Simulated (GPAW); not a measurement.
Crystal: TiO2 (Anatase).

```xyz
6
Lattice="-1.8921 1.8921 4.7573 1.8921 -1.8921 4.7573 1.8921 1.8921 -4.7573" Properties=species:S:1:pos:R:3 pbc="T T T"
Ti    0.0000    1.8921    2.3786
Ti    0.0000    0.0000    0.0000
O     0.0000    0.0000    7.5346
O     0.0000    1.8921    0.3987
O     0.0000    1.8921    4.3586
O     0.0000    0.0000    1.9800
```

Program: GPAW 26.7.0. Alike in all runs: no spin polarisation; cell as given.

Order these runs on this cell by their pressure, lowest first.
A. level PBEsol; potentials or basis PAW data sets generated in the run's folder for this functional, pw; k mesh 7 × 7 × 7; cutoff (eV) 800; smearing fermi-dirac 0.05 eV; ranks 4; maxiter 150; band path GXYSGZS1NPY1Z,XP; band points 60
B. level LDA+U; potentials or basis the program's PAW data sets (release 1.2.1) made for this functional, pw; U Ti d U = 5.3 eV; k mesh 8 × 8 × 8; cutoff (eV) 600; smearing fermi-dirac 0.01 eV; maxiter 150
C. level LDA; potentials or basis the program's PAW data sets (release 1.2.1) made for this functional, pw; k mesh 7 × 7 × 7; cutoff (eV) 650; smearing fermi-dirac 0.05 eV; maxiter 120; convergence default
D. level PBE; potentials or basis GPAW PAW data sets (gpaw-data 1.2.1), pw; k mesh 10 × 10 × 10; cutoff (eV) 800; smearing fermi-dirac 0.05 eV; maxiter 150

C (-8.5 GPa), B (-5.2 GPa), A (0.3 GPa), D (6.3 GPa).

Caveats: the cutoff is short for stress and forces, so pressures can be off by a GPa or more (some runs).

Not every run made on this cell is shown here.
